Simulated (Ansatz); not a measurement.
**SrCl7: balancing the decomposition**

Method: DFT PBE, scalar-relativistic, plane waves, PAW (Ansatz 0.2.0). All cells share a 420 eV cutoff and Γ-centred k meshes spaced at most about 0.3 Å⁻¹ (about 0.25 or finer for metals, 2π included). No spin polarisation.

The zero of energy is the elements' standard structures at the same level (Cl₂ as a molecule); no fitted shifts are applied.

Temperature and zero-point effects are left out. In SrCl7 Fm-3m an odd number of electrons in the primitive cell allows no gap without spin; a larger cell or a magnetic state could open one. A magnetic state wasn't ruled out in cells without spin, among them SrCl7 Fm-3m.

A trial structure of SrCl7 (reached from: CePd7 type (Fm-3m); relaxed: space group Fm-3m (No. 225), a = 9.050 Å) has a formation energy of -0.356 eV/atom. At its composition the lowest mixture among the elements and 1 reference phase computed alike (others may be missing) consists of these:

```tsv
phase	source	ΔE_f (eV/atom)
Cl2 (gas)	element	0.000
SrCl2 (Fm-3m)	Materials Project	-2.541
```

Task: Write the balanced decomposition and find its energy per atom, per formula unit and per mole of formula units.

Result: Balancing Sr and Cl gives 2 SrCl7 → 5 Cl2 + 2 SrCl2. The left side holds 16 atoms, and the products take 10/16 (Cl2) and 6/16 (SrCl2) of them. The mixture therefore lies at 10/16 × (0.000) + 6/16 × (-2.541) = -0.953 eV/atom. The reaction energy is -0.953 − (-0.356) = -0.597 eV/atom. Times 8 atoms that is -4.776 eV per SrCl7, and times 96.485 it is -461 kJ per mole of SrCl7. Decomposition is downhill, so the trial structure is unstable against this mixture. Entropy of the gas would favour the products further at finite temperature.
